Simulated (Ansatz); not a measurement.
# P under changes of volume

One of the cells (20.458 Å³/atom); the others are scaled copies at fixed shape and fractional positions:

```
CELL_PARAMETERS angstrom
1.64774 -5.46504 0.00000
1.64774 5.46504 0.00000
0.00000 0.00000 4.54364
ATOMIC_POSITIONS crystal
P 0.90414 0.09586 0.58882
P 0.09586 0.90414 0.41118
P 0.59586 0.40414 0.08882
P 0.40414 0.59586 0.91118
```

| Item | Value |
| --- | --- |
| Program | Ansatz 0.2.0 |
| Functional | PBE |
| Potentials or basis | Ansatz PAW |
| Cutoff | 420 eV (not typed: the program's choice for these potentials) |
| k mesh | 8 × 8 × 6 |
| Occupations | fermi-dirac, width 0.05 eV |
| Spin | no spin polarisation |

| volume (Å³/atom) | energy over the lowest point (meV/atom) | pressure (GPa) | gap on the mesh (eV) | largest force (eV/Å) |
| --- | --- | --- | --- | --- |
| 19.230 | 38.54 | 7.5 | 0.02 | 0.913 |
| 19.639 | 22.01 | 5.5 | 0.04 | 0.704 |
| 20.049 | ? | ? | ? | ? |
| 20.458 | 3.21 | 2.0 | 0.10 | 0.338 |
| 20.867 | 0.00 | 0.5 | 0.13 | 0.188 |
| 21.276 | 0.38 | -0.8 | 0.17 | 0.112 |
| 21.685 | 4.00 | -2.0 | 0.21 | 0.189 |

What does the run at 20.049 Å³/atom give?

Energy over the lowest point 10.40 meV/atom; pressure 3.6 GPa; gap on the mesh 0.06 eV; largest force 0.512 eV/Å.

Worked out: A Birch-Murnaghan fit of order 3 (a polynomial in V^(-2/3)) to the other rows has its minimum at 21.02 Å³/atom with B0 = V·E''(V) = 69 GPa and B' = 4.3 at fixed shape and positions, which overstates the stiffness. It gives 10.38 meV/atom at 20.049 Å³/atom, against the run's 10.40, and -dE/dV = 3.6 GPa, against 3.6.

Energies are extrapolated to zero smearing.

A mesh can miss the band edges.
